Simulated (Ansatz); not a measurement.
## NiO: the change of cell moment and pressure with volume per atom

All results are calculated (Ansatz 0.2.0). Periodic Kohn-Sham DFT of a crystal at fixed atoms; pressure and stress are positive in compression; the energy is the free energy less that of spherical unpolarised free atoms; site moments are those in the method's own spheres, positive along +z.

Cell of the first row (space group Fm-3m, No. 225):
```
cell vectors (Å)
   0.0000     2.0486     2.0486
   2.0486     0.0000     2.0486
   2.0486     2.0486     0.0000
atoms (fractions of the cell vectors)
Ni  0.00000  0.00000  0.00000
O   0.50000  0.50000  0.50000
```

Settings of every row: method frozen-core PAW; functional PBE; relativity scalar; k mesh 17x17x17; filling fermi-dirac; smearing width 0.03 eV; wave cutoff 420 eV; paw set soft_2.

Atom:
```
element  start moment (bohr magneton)
     Ni                           1.5
      O                             0
```

Limits: semilocal functional can close the gap of open d or f salts; with one magnetic atom in the cell only parallel moments are possible.

```
row  volume per atom (Å³)  cell moment (bohr magneton)  pressure (GPa)
  1                 8.598                        1.556          16.938
  2                 8.689                          1.6          14.623
  3                 8.781                        1.634          12.332
  4                 8.964                        1.692           8.043
  5                 9.055                        1.719           6.055
  6                 9.147                            ?               ?
  7                 9.238                        1.772            2.41
  8                 9.329                        1.798           0.738
  9                 9.512                        1.845          -2.391
 10                 9.604                        1.864          -3.868
 11                 9.695                        1.881          -5.293
```

Question: what cell moment and pressure should row 6 give?

Worked fit of cell moment. Take t = volume per atom − 9.1, in Å³. The shown rows have t = -0.502, -0.411, -0.319, -0.136, -0.045, 0.138, 0.229, 0.412, 0.504, 0.595. Least squares give cell moment = 1.7346 + 0.3004 × t − 0.0896 × t² bohr magneton; a straight line predicts inner rows, each left out in turn, worse (root mean square 0.0082 against 0.0033 bohr magneton). The rows lie off it by -0.005, 0.004, 0.004, 0.000, -0.002, -0.002, -0.001, 0.002, 0.001, -0.001 (root mean square 0.0027 bohr magneton). The withheld row has t = 0.047, so the fit gives 1.7346 + 0.3004 × (0.047) − 0.0896 × (0.047)² = 1.749 bohr magneton.

The calculation gave 1.745 bohr magneton. The fit lies 0.004 bohr magneton (1.2 % of the column's range) above it; its largest miss of a shown row is 0.005 bohr magneton.

Worked fit of pressure. Take u = (V_r/V)^(2/3) − 1 with V_r = 9.1465 Å³ an atom, which is twice the finite (Eulerian) strain; such expansions in the strain, on which the Birch-Murnaghan equation of state is built, carry the rest volume and the bulk modulus. The shown rows have u = 0.04209, 0.0348, 0.02756, 0.01353, 0.00673, -0.00661, -0.01308, -0.02578, -0.03202, -0.03808. Least squares give pressure = 4.2107 + 274.67 × u + 678.44 × u² GPa; a straight line predicts inner rows, each left out in turn, worse (root mean square 0.4 against 0.033 GPa). The rows lie off it by -0.035, 0.032, 0.036, -0.008, -0.035, -0.015, 0.004, 0.028, 0.021, -0.028 (root mean square 0.027 GPa). The pressure vanishes at u = -0.0160, or V = 9.37 Å³ an atom, and there the bulk modulus at fixed shape and fractions is B = −V dP/dV = (2/3)(1 + u) dP/du = 166 GPa. The withheld row has u = -4e-05, so the fit gives 4.2107 + 274.67 × (-4e-05) + 678.44 × (-4e-05)² = 4.200 GPa.

The calculation gave 4.176 GPa. The fit lies 0.024 GPa (0.11 % of the column's range) above it; its largest miss of a shown row is 0.036 GPa.
